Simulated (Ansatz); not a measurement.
```yaml
crystal:
  lattice:
    - [0.00000, 2.23000, 2.23000]
    - [2.23000, 0.00000, 2.23000]
    - [2.23000, 2.23000, 0.00000]
  atoms:
    - { symbol: Ga, position: [0.00000, 0.00000, 0.00000] }
    - { symbol: N, position: [0.25000, 0.25000, 0.25000] }
```

```json
{
 "orbitals": "PBE",
 "datasets": "hard PAW set made for 700 eV",
 "k mesh": "4×4×4",
 "empty bands": "59",
 "response cutoff": "200 eV",
 "wave cutoff": "700 eV",
 "frequencies": "contour deformation",
 "q → 0 term": "the completed-sum build's own treatment",
 "band sums": "completed",
 "spin-orbit coupling": "off"
}
```

Program: Ansatz. The Kohn-Sham gap (direct at Γ) is 1.92 eV and the electronic dielectric constant on this mesh 8.6.

Problem. Estimate the linearised G0W0 gap between these edges.

Solution. 3.24 eV, a change of +1.32 eV. The valence edge moves by -1.28 eV (Z = 0.75) and the conduction edge by +0.04 eV (Z = 0.78).

This ran on a trial build of the method. The cell is a model at fixed atoms and needn't be the relaxed known crystal. The mesh is coarse, so these are values at the stated settings, not converged ones. The response is still cut, so the gap isn't quite at its basis limit. The build that completes the sums treats q → 0 its own way, which shifts gaps on a coarse mesh by up to tenths of an eV. Meshes this coarse can overestimate the dielectric constant by a tenth and more.
